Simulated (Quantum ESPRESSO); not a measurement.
PtAl2: changing the pressure

The cell as given:

```cif
data_structure
_symmetry_space_group_name_H-M 'Fm-3m'
_symmetry_Int_Tables_number 225
_cell_length_a 5.9100
_cell_length_b 5.9100
_cell_length_c 5.9100
_cell_angle_alpha 90.000
_cell_angle_beta 90.000
_cell_angle_gamma 90.000
_cell_volume 206.43
loop_
_atom_site_label
_atom_site_type_symbol
_atom_site_symmetry_multiplicity
_atom_site_Wyckoff_symbol
_atom_site_fract_x
_atom_site_fract_y
_atom_site_fract_z
_atom_site_occupancy
Pt1 Pt 4 a 0.00000 0.00000 0.00000 1
Al1 Al 8 c 0.25000 0.25000 0.75000 1
```

Kept alike: task relaxation of cell and atoms; functional PBEsol; k mesh 8 × 8 × 8; occupations fermi-dirac, width 0.05 eV; no spin polarisation. Program: Quantum ESPRESSO, GBRV 1.5 PBEsol, cutoff 707 eV. The mesh is that of the run's cell of 3 atoms. No spin-orbit coupling.

```csv
"pressure, P (GPa)",volume (Å³/atom)
0,17.065
2,16.827
5,?
10,16.026
20,15.246
30,14.623
```

The relaxations keep at least the cell's symmetry (Fm-3m). For a metal such a mesh leaves the last digits unconverged. The runs follow the start's structure, whether or not it is the stable one at these pressures.

Q: Fit the rows shown and predict the run at 5 GPa.

A: Murnaghan's form V = V0 (1 + B′P/B0)^(-1/B′) through the rows shown has V0 = 17.0637, B0 = 140.1 GPa and B′ = 4.04 (largest miss 0.0015); at P = 5 it gives 16.504 Å³/atom. The run gave: volume 16.503 Å³/atom.
